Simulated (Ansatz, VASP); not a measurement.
# Al: VASP beside Ansatz

```
Al
1.0
     0.00000    2.03821    2.03821
     2.03821    0.00000    2.03821
     2.03821    2.03821    0.00000
Al
1
Cartesian
  0.0000 0.0000 0.0000
```

Alike in both runs: task single point; functional revPBE; k mesh 11 × 11 × 11; occupations fermi-dirac, width 0.05 eV; no spin polarisation.

```csv
,VASP,Ansatz
version,VASP 6.6.1,Ansatz 0.2.0
potentials or method,"VASP PAW PBE potentials, release 64 (Al)",Ansatz PAW
plane-wave cutoff (eV),520,420
valence electrons in the cell,3,3
```

VASP gave:

* gap on the k mesh at the Fermi level (eV): none
* pressure (GPa): -1.0

Problem. Which values does Ansatz return?

Solution. gap on the k mesh at the Fermi level (eV): none; pressure (GPa): -0.8.

A gap of «none» marks a metal or a gap that the smearing closes.

Caveats: the PAW data sets were made with another functional, which shifts forces and pressure a little (VASP); the PAW data sets come from PBE, with cores solved anew for the run's functional, which leaves a small shift of forces and pressure (Ansatz).
